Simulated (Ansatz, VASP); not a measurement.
## Zn in VASP and in Ansatz

```
CELL_PARAMETERS angstrom
2.30290 0.00000 0.00000
0.00000 2.30290 0.00000
0.00000 0.00000 2.30290
ATOMIC_POSITIONS crystal
Zn 0.00000 0.00000 0.00000
```

Change from the starting cell: volume scaled by 0.76, LAPW.

Alike in both runs: task single point; functional LDA; k mesh 15 × 15 × 15; occupations fermi-dirac, width 0.1 eV; no spin polarisation.

|  | VASP | Ansatz |
| --- | --- | --- |
| version | VASP 6.6.1 | Ansatz 0.2.0 |
| potentials or method | VASP PAW LDA potentials, release 64 (Zn), cutoff 520 eV | all-electron LAPW, scalar-relativistic |

VASP gave:

- pressure (GPa): 39.9

Q: Which values does Ansatz return?

A: Pressure (GPa): 38.4.

Ansatz ran all-electron here, so the differences hold the error of VASP's frozen core and of both bases.

Caveats: so large a pressure means that the cell lies far from this level's equilibrium, or that cutoff or potentials fall short (VASP).
